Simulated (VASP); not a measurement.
The system is Na.

```
Na
1.0
    -2.14100    2.14100    2.14100
     2.14100   -2.14100    2.14100
     2.14100    2.14100   -2.14100
Na
1
Direct
  0.00000 0.00000 0.00000
```

```yaml
Program: VASP 6.6.1
Task: relaxation of cell and atoms
Functional: rev-vdW-DF2
Potentials_or_basis: VASP PAW PBE potentials, release 64 (Na_pv)
Cutoff: 600 eV
k_mesh: 9 × 9 × 9
Occupations: fermi-dirac, width 0.05 eV
Spin: no spin polarisation
```

At the start: pressure -0.5 GPa; volume 39.26 Å³/atom.

Task: Where does the relaxation end?

Result: Over 5 steps the energy falls by 5.6 meV/atom and the volume is 36.11 Å³/atom (-8.0 %); space group Im-3m (No. 229, to 0.05 Å).

Step by step:
| step | energy change (eV) | largest force (eV/Å) | pressure (GPa) | volume (Å³) |
| --- | --- | --- | --- | --- |
| 1 | 0.0000 | 0.0000 | -0.55 | 39.26 |
| 2 | -0.0023 | 0.0000 | -0.44 | 38.50 |
| 3 | -0.0056 | 0.0000 | -0.08 | 36.30 |
| 4 | -0.0056 | 0.0000 | 0.12 | 35.85 |
| 5 | -0.0056 | 0.0000 | -0.04 | 36.11 |

Final structure:
```
Na
1.0
    -2.08230    2.08230    2.08230
     2.08230   -2.08230    2.08230
     2.08230    2.08230   -2.08230
Na
1
Direct
  0.00000 0.00000 0.00000
```

Caveat: the PAW data sets were made with another functional, which shifts forces and pressure a little.
